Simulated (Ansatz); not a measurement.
## Sn: single point with PBE

Sn:

```
Sn
1.0
     0.00000    3.23334    3.23334
     3.23334    0.00000    3.23334
     3.23334    3.23334    0.00000
Sn
2
Cartesian
  4.8500 4.8500 4.8500
  3.2333 3.2333 3.2333
```

This isn't the form of Sn at room conditions, which is tetragonal (white tin).

| Item | Value |
| --- | --- |
| Program | Ansatz 0.2.0 |
| Task | single point |
| Functional | PBE |
| Potentials or basis | Ansatz PAW |
| Cutoff | 420 eV (not typed: the program's choice for these potentials) |
| k mesh | 7 × 7 × 7 |
| Occupations | gaussian, width 0.025 eV |
| Spin | no spin polarisation |

```json
{
  "Pressure": "3.8 GPa",
  "Band gap on the k mesh": "none (metal or under the smearing width)"
}
```

Levels at points of the mesh, in eV from the Fermi level:
```tsv
k point	band 10	band 11	band 12	band 13	band 14	band 15	band 16	band 17	band 18
(0.00, 0.00, 0.00)	-21.35	-10.71	-0.60	0.05	0.05	0.05	2.12	2.12	2.12
```

Run time: 5.6 s on 2 threads of Intel(R) Xeon(R) Processor @ 2.50GHz (Skylake/Cascade Lake) (shared host), peak memory 0.34 GiB.
